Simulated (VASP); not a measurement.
Li: single point with PBE

The system is Li.

```
Li
1.0
     5.01399    0.00000    0.00000
    -2.50700    4.34224    0.00000
     0.00000    0.00000    2.92686
Li
3
Cartesian
  0.0000 0.0000 0.0000
  2.5070 1.4474 1.4634
  0.0000 2.8948 1.4634
```

This isn't the form of Li at room conditions, which is bcc.

```yaml
Program: VASP 6.6.1
Task: single point
Functional: PBE
Potentials_or_basis: VASP PAW PBE potentials, release 64 (Li_sv)
Cutoff: 520 eV
k_mesh: 6 × 6 × 8
Occupations: fermi-dirac, width 0.15 eV
Spin: no spin polarisation
```

* Band gap on the k mesh: none (metal or under the smearing width)

Levels at points of the mesh, in eV from the Fermi level:
| k point | band 1 | band 2 | band 3 | band 4 | band 5 | band 6 | band 7 | band 8 | band 9 |
| --- | --- | --- | --- | --- | --- | --- | --- | --- | --- |
| (0.00, 0.00, 0.00) | -46.67 | -46.65 | -46.56 | -3.50 | 2.04 | 2.04 | 2.09 | 2.09 | 5.57 |
| (0.50, 0.00, 0.00) | -46.66 | -46.66 | -46.56 | -2.01 | -1.99 | 0.11 | 2.92 | 7.80 | 7.88 |
| (0.00, 0.00, 0.50) | -46.66 | -46.64 | -46.55 | -0.49 | 0.12 | 5.24 | 5.31 | 5.31 | 6.19 |
| (0.50, 0.00, 0.50) | -46.65 | -46.65 | -46.55 | 0.61 | 0.72 | 1.92 | 2.89 | 3.92 | 4.88 |

Wall time 9.6 s on 1 thread of Intel(R) Xeon(R) 6975P-C (Granite Rapids), with other jobs on the host, peak memory 0.17 GiB.
